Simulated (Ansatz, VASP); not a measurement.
## GaN: VASP beside Ansatz

```
Ga N
1.0
     0.00000    2.17711    2.17711
     2.17711    0.00000    2.17711
     2.17711    2.17711    0.00000
Ga N
1 1
Cartesian
  0.0000 0.0000 0.0000
  2.1771 2.1771 2.1771
```

Change from the starting cell: volume scaled by 1.06.

Alike in both runs: task single point; functional PBEsol; k mesh 11 × 11 × 11; occupations fermi-dirac, width 0.05 eV; no spin polarisation.

```csv
,VASP,Ansatz
version,VASP 6.6.1,Ansatz 0.2.0
potentials or method,"VASP PAW PBE potentials, release 64 (Ga_d, N), cutoff 520 eV","all-electron LAPW, scalar-relativistic"
```

Ansatz gave:

```
gap on the k mesh at the Fermi level (eV) : 0.14
least direct gap on the mesh (eV)         : 1.69
pressure (GPa)                            : -17.4
```

**Question.** What did VASP give for the same quantities?

**Answer.** gap on the k mesh at the Fermi level (eV): 0.13; least direct gap on the mesh (eV): 1.69; pressure (GPa): -17.0.

Ansatz ran all-electron here, so the differences hold the error of VASP's frozen core and of both bases.

Caveats: an odd mesh through Γ misses points on the zone boundary, where band edges often lie; so large a pressure means that the cell lies far from this level's equilibrium, or that cutoff or potentials fall short (VASP); the potentials were made for another functional, which shifts forces and pressure (VASP).
